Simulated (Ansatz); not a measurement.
# Work and stress of cleavage in BN

Theory: DFT PBE+D3(BJ), scalar-relativistic, plane waves, PAW (Ansatz). The runs took a 420 eV cutoff, a Γ-centred 10×10×3 mesh and Gaussian smearing (0.05 eV). No spin polarisation. Energies are free energies at this smearing, counted from the undisturbed cell; pressure is positive in compression.

Zero of the scan (relaxed at this level; this form isn't the usual structure):

```
CELL_PARAMETERS angstrom
-1.25306 -2.17036 0.00000
1.25306 -2.17036 0.00000
0.00000 0.00000 9.88465
ATOMIC_POSITIONS crystal
B 0.00000 0.00000 0.50015
B 0.33333 0.33333 0.83348
B 0.66667 0.66667 0.16681
N 0.00000 0.00000 0.83319
N 0.33333 0.33333 0.16652
N 0.66667 0.66667 0.49985
```

The cut lies on the cell's a–b face, a (0 0 -1) plane (indices in the standard cell, whose axes needn't be the Cartesian ones shown) of area 5.44 Å², between layers 3.29 Å apart. Vector c is lengthened by d along the normal with the atoms' Cartesian places fixed: one unrelaxed cut a cell. The traction is positive where the two halves pull on each other.

```csv
d (Å),energy (J/m²),traction (GPa)
-0.30,0.062,-4.98
-0.15,0.012,-1.83
0.00,0.000,0.02
0.25,0.021,1.43
0.50,0.063,1.81
0.75,0.108,1.74
1.00,0.149,1.52
1.50,0.212,1.04
2.00,0.255,0.69
3.00,0.301,0.30
6.00,0.340,0.05
```

What are the work of separation and the cleavage stress, and do they fit the universal binding curve?

The energy levels off near W ≈ 0.340 J/m² (the traction is down to 0.05 GPa), the energy of the two unrelaxed faces, 0.170 J/m² each on average. The largest sampled traction is 1.81 GPa at d = 0.50 Å, and a parabola through it and its two neighbours peaks at σ_max ≈ 1.84 GPa, d ≈ 0.59 Å. The curve E = W[1 − (1 + d/ℓ)exp(−d/ℓ)] peaks in traction at d = ℓ with σ_max = W/(eℓ); with 1 J/m² per Å = 10 GPa this W and σ_max give ℓ = 0.68 Å. A parabola through that curve at the same three d peaks at 0.67 Å, against 0.59 Å here, a fair fit. Real crystals break at far lower stress, because cracks concentrate it.

The crystal is built of layers, and the cut parts neighbours that are weakly bound, with dispersion added by D3.

The cut is rigid; relaxing the faces lowers these energies and usually the stresses.

Cost: 11 runs of about 0.24 core-minutes in all, on AMD EPYC 9B45 (Zen 5) (shared hosts).